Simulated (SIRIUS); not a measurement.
Here is a SIRIUS 7.10.0 calculation.

Contents of sirius.json:

```json
{
  "control": {
    "processing_unit": "cpu",
    "verbosity": 2,
    "num_bands_to_print": 16,
    "print_forces": true,
    "print_stress": true
  },
  "parameters": {
    "electronic_structure_method": "pseudopotential",
    "xc_functionals": ["XC_GGA_X_PBE_SOL", "XC_GGA_C_PBE_SOL"],
    "gk_cutoff": 9.1,
    "pw_cutoff": 18.2,
    "ngridk": [12, 12, 12],
    "shiftk": [0, 0, 0],
    "smearing": "fermi_dirac",
    "smearing_width": 0.0018374661,
    "num_bands": 16,
    "num_mag_dims": 0,
    "num_dft_iter": 100,
    "energy_tol": 1e-08,
    "density_tol": 1e-06
  },
  "iterative_solver": {
    "type": "davidson",
    "min_tolerance": 1e-09,
    "tolerance_scale": [0.1, 0.25]
  },
  "mixer": {
    "type": "anderson",
    "beta": 0.7,
    "max_history": 8
  },
  "settings": {
    "tol_ne": 1e-10,
    "pseudo_grid_cutoff": 6.5
  },
  "unit_cell": {
    "lattice_vectors": [
      [-3.022006554801, 2.92741253418, 3.077328287099],
      [3.029166727087, -2.850727448043, 3.007805262974],
      [2.981808300678, 2.810531083646, -3.000645090688]
    ],
    "atom_coordinate_units": "lattice",
    "atom_types": ["Pd"],
    "atom_files": {
      "Pd": "Pd.json"
    },
    "atoms": {
      "Pd": [
        [0.012912, -0.001045, -0.01217]
      ]
    }
  }
}
```

Potentials or basis: PseudoDojo 0.4.1 PBEsol standard (scalar relativistic).

Launch:

```bash
$ upf_to_json Pd.upf
$ OMP_NUM_THREADS=1 sirius.scf --input=sirius.json --output=out.json --task=0
```

(1) Predict the band gap on the k mesh.

(2) Predict the pressure.

## Answers

(1) none (metal or under the smearing width).

(2) -10.0 GPa.

Caveat: this set's palladium file may shift the pressure by some GPa.
